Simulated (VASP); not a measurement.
Crystal: Au.

```
Au
1.0
     0.00000    2.03500    2.03500
     2.03500    0.00000    2.03500
     2.03500    2.03500    0.00000
Au
1
Direct
  0.00000 0.00000 0.00000
```

```yaml
Program: VASP 6.6.1
Task: relaxation of cell and atoms
Functional: PBEsol
Dispersion: D3(BJ)
Potentials_or_basis: VASP PAW PBE potentials, release 64 (Au)
Cutoff: 600 eV
k_mesh: 11 × 11 × 11
Occupations: fermi-dirac, width 0.05 eV
Spin: no spin polarisation
```

At the start: pressure -4.6 GPa; volume 16.85 Å³/atom.

Where does the relaxation end?

Over 5 steps the energy falls by 6.4 meV/atom and the volume is 16.44 Å³/atom (-2.5 %); space group Fm-3m (No. 225, to 0.05 Å).

Step by step:
```
step  energy change (eV)  largest force (eV/Å)  pressure (GPa)  volume (Å³)
   1              0.0000                0.0000           -4.65        16.85
   2              0.0166                0.0000           10.40        15.69
   3             -0.0064                0.0000           -0.22        16.44
   4             -0.0064                0.0000            0.06        16.42
   5             -0.0064                0.0000           -0.01        16.44
```

Final structure:
```yaml
crystal:
  lattice:
    - [0.00000, 2.01801, 2.01801]
    - [2.01801, 0.00000, 2.01801]
    - [2.01801, 2.01801, 0.00000]
  atoms:
    - { symbol: Au, position: [0.00000, 0.00000, 0.00000] }
```

Caveat: the PAW data sets were made with another functional, which shifts forces and pressure a little; pairwise dispersion overbinds metals, which lowers pressure and volume.
